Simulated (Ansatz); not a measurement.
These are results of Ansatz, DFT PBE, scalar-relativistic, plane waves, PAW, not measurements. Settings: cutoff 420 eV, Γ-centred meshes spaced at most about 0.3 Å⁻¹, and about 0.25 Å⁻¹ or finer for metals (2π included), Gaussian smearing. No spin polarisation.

Each guess is relaxed in cell and atoms at zero pressure, on a coarse mesh first where it starts far from rest and then on a converged one. The steps can't lower the symmetry of the start, but it can rise. Energies are static (0 K, no zero-point motion).

Two unrelaxed guesses for AlP5:

A.

```xyz
6
Lattice="3.8712 0.0000 0.0000 -1.9356 3.3526 0.0000 0.0000 0.0000 8.8210" Properties=species:S:1:pos:R:3 pbc="T T T"
Al    0.0000    0.0000    4.4105
P     2.0407    0.0000    0.0000
P    -1.0204    1.7673    0.0000
P     0.9153    1.5853    0.0000
P     0.0000    0.0000    2.0759
P     0.0000    0.0000    6.7451
```

B.

```xyz
6
Lattice="5.5137 0.0000 0.0000 -2.7569 4.7750 0.0000 0.0000 0.0000 4.5940" Properties=species:S:1:pos:R:3 pbc="T T T"
Al    0.0000    0.0000    0.0000
P     2.7569    0.0000    2.2970
P     1.3784    2.3875    2.2970
P    -1.3784    2.3875    2.2970
P     0.0000    3.1833    0.0000
P     2.7569    1.5917    0.0000
```

Question: Do they relax into the same structure? If not, which is lower?

Answer: No. B ends lower, by 120 meV/atom. A: P-62m at 19.1 Å³/atom → P-62m at 30.9 Å³/atom; B: P6/mmm at 20.2 Å³/atom → P6/mmm at 16.3 Å³/atom. Counting P atoms around Al (those within 1.25 times the shortest such distance or 1.15 times the sum of covalent radii; the shortest distance is added where it is long for a bond), the end of A has Al 2 from 2.7 Å and the end of B has Al 6 from 2.8 Å. The end of A holds P–P units of three or more atoms (shortest 2.30 Å); the end of B holds P–P nets (shortest 2.38 Å). End of A. Conventional cell: a = 5.172 Å, c = 8.000 Å. Al is surrounded by 2 P at 2.73 Å; P on a site of symmetry m2m has 2 P at 2.30 Å; around P on a site of symmetry 3m lie 3 P at 2.30 Å, 1 P at 2.54 Å and 1 Al at 2.73 Å. End of B. Conventional cell: a = 4.764 Å, c = 4.963 Å. Al has 6 P at 2.75 Å; P on a site of symmetry mmm has 4 P at 2.38 Å and 4 P at 2.84 Å; P on a site of symmetry -6m2 is surrounded by 9 P at 2.75–2.84 Å and 3 Al at 2.75 Å.

Ends held by symmetry can be saddle points. Neither end is the lowest form computed: that has space group P-6m2 (No. 187) and lies 0.38 eV/atom below the better end. Even the lowest of the cells shown lies +0.62 eV/atom against the elements. No dispersion correction is applied, so the spacing and binding between layers, chains or molecules are poorly described (P6/mmm, P-62m), and this can change margins and order among such cells. Some structure types and database cells were kept out of the candidates from the start, so a known form may be missing.
